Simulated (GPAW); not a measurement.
A run of GPAW 26.7.0:

File run.py:

```python
from ase.calculators.mixing import SumCalculator
from ase.eos import EquationOfState
from ase.io import Trajectory
from ase.spacegroup import crystal
from ase.units import GPa
from dftd3.ase import DFTD3
from gpaw import GPAW, PW

# Au 4a
atoms = crystal(['Au'],
                basis=[[0.0, 0.0, 0.0]],
                spacegroup=225, setting=1,  # Fm-3m
                cellpar=[4.07, 4.07, 4.07, 90.0, 90.0, 90.0],
                primitive_cell=True)

traj = Trajectory('eos.traj', 'w')
volumes, energies = [], []
for x in [0.94, 0.96, 0.98, 1.0, 1.02, 1.04, 1.06]:
    a = atoms.copy()
    a.set_cell(atoms.cell * x**(1 / 3), scale_atoms=True)
    calc = GPAW(mode=PW(600),
                xc='PBE',
                kpts={'size': (11, 11, 11), 'gamma': True},
                occupations={'name': 'fermi-dirac', 'width': 0.05},
                nbands=14,
                convergence={'density': 1e-05, 'energy': 1e-05},
                maxiter=150,
                txt=f'eos-{x:.2f}.txt')
    a.calc = SumCalculator([calc, DFTD3(method='pbe', damping='d3bj')])
    energies.append(a.get_potential_energy())
    volumes.append(a.get_volume())
    p = -a.get_stress()[:3].mean() / GPa
    calc.write(f'eos-{x:.2f}.gpw')
    traj.write(a)
    print(f'{x:.2f} {volumes[-1]:10.4f} A^3 {energies[-1]:14.6f} eV {p:9.3f} GPa', flush=True)

v0, e0, B = EquationOfState(volumes, energies, eos='birchmurnaghan').fit()
print(f'V0 = {v0:.4f} A^3, E0 = {e0:.6f} eV, B0 = {B / GPa:.2f} GPa')
```

Potentials or basis: GPAW PAW data sets (gpaw-data 1.2.1), pw.

The run is started by

```console
$ OMP_NUM_THREADS=1 python run.py
```

Hardware: 1 thread of AMD EPYC 9R45 96-Core Processor (Zen 5) (shared host).

Question: How long does it take, and how much memory?

Answer: Wall time 33 s on 1 thread of AMD EPYC 9R45 96-Core Processor (Zen 5) (shared host), peak memory 0.19 GiB. Counts: scf iterations 56, plane waves 538, bands 14, k points 56.
